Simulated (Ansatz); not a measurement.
Strained layers on ZnSe(001)

Plane-wave DFT in Ansatz, PBE, scalar-relativistic PAW potentials, cutoff 420 eV, no spin-orbit coupling; no spin polarisation. Relaxed cubic crystals, elastic constants with ions relaxed. The substrate, ZnSe (F-43m), has a = 5.733 Å.

| film | a (Å) | C11 (GPa) | C12 (GPa) |
| --- | --- | --- | --- |
| Si (Fd-3m) | 5.470 | 152.9 | 56.8 |
| GaP (F-43m) | 5.506 | 125.5 | 52.5 |
| InP (F-43m) | 5.959 | 87.0 | 45.8 |

Q: For coherent growth on (001), give the strains, the film stress and the thickness at which misfit dislocations become favourable.

A: In the plane ε∥ = a_s/a − 1; free along the normal, ε⊥ = −(2C12/C11) ε∥; the stress is Mε∥ with M = C11 + C12 − 2C12²/C11 (tension positive). For 60° dislocations (b = a/√2, ν = C12/(C11 + C12)) the Matthews–Blakeslee balance for one layer on a thick substrate is h = b(1 − ν/4)(ln(h/b) + 1)/(4π|ε∥|(1 + ν)).
| film | ε∥ (%) | ε⊥ (%) | M (GPa) | stress (GPa) | h_c (nm) |
| --- | --- | --- | --- | --- | --- |
| Si (Fd-3m) | +4.81 | -3.57 | 168 | +8.1 | 0.8 |
| GaP (F-43m) | +4.12 | -3.45 | 134 | +5.5 | 1.1 |
| InP (F-43m) | -3.79 | +4.00 | 85 | -3.2 | 1.3 |

h_c falls faster than 1/|ε∥|, owing to the logarithm, and depends on stiffness only through ν, since the film's and the dislocation's energy both scale with the shear modulus. It is an isotropic equilibrium estimate: cool growth keeps films coherent beyond it, large misfits give islands first, linear elasticity loses accuracy past a few per cent, and values of a few b mean that hardly any coherent film forms. The misfits are those of this functional at 0 K and can differ from measured ones by up to about one per cent of strain. Thicker films in tension may also crack. Interfaces between crystals of different valence carry charges of their own.

Cost: about 4.2 core-minutes for the runs cited, on Arm Neoverse V2, Intel Xeon 6975P-C (Granite Rapids) (shared hosts).